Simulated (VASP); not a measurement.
Write the native input for VASP 6.6.1 that does the following.

- Task: relaxation of cell and atoms
- Functional: PBE
- Dispersion: D3
- Potentials or basis: VASP PAW PBE potentials, release 64 (B)
- Cutoff: 600 eV
- k mesh: 14 × 14 × 14
- Occupations: fermi-dirac, width 0.05 eV
- Spin: no spin polarisation
- Further INCAR settings: ALGO = Normal; EDIFF = 1e-06; IBRION = 2; EDIFFG = -0.005; NSW = 40; ISIF = 3

The structure of B lies in POSCAR:

```
B
1.0
    1.8852400000      0.0000000000      0.0000000000
    0.0000000000      1.8852400000      0.0000000000
    0.0000000000      0.0000000000      1.8852400000
B
1
Direct
    0.5000000000      0.5000000000      0.5000000000
```

The cell was built by a generator and needn't be a form met in nature.

These files were run (other wordings do the same):

INCAR

```
SYSTEM = B
  PREC = Accurate
  ENCUT = 600
  EDIFF = 1E-6
  ISMEAR = -1
  SIGMA = 0.05
  LREAL = .False.
  LASPH = .True.
  NELM = 80
  ALGO = Normal
  ISIF = 3
  LWAVE = .False.
  LCHARG = .False.
  GGA = PE
  IVDW = 11
  IBRION = 2
  NSW = 40
  EDIFFG = -0.005
```

KPOINTS

```
regular mesh
0
Gamma
  14 14 14
  0 0 0
```

Potentials or basis: VASP PAW PBE potentials, release 64 (B).

Command:

```console
$ cat potpaw_PBE.64/B/POTCAR > POTCAR
$ mpirun -np 1 vasp_std > vasp.out
```

It gave:

```yaml
Relaxed_volume: 6.63 Å³/atom
Relaxed_cell: a = 1.879 Å, b = 1.879 Å, c = 1.879 Å, α = 90.00°, β = 90.00°, γ = 90.00°
Space_group_after_relaxing_to_0.05_Å: Pm-3m (No. 221)
Energy_gained_by_relaxing: 0.5 meV/atom
Ionic_steps: 3
Pressure_after_relaxing: 0.0 GPa
Band_gap_on_the_k_mesh: none (metal or under the smearing width)
Dispersion_energy_per_atom: -0.113 eV
```

Caveat: pairwise dispersion overbinds metals, which lowers pressure and volume.

It used 5.9 s of CPU time on 1 thread of AMD EPYC 7R13 Processor (Zen 3), on a shared host, which was overloaded at the time.
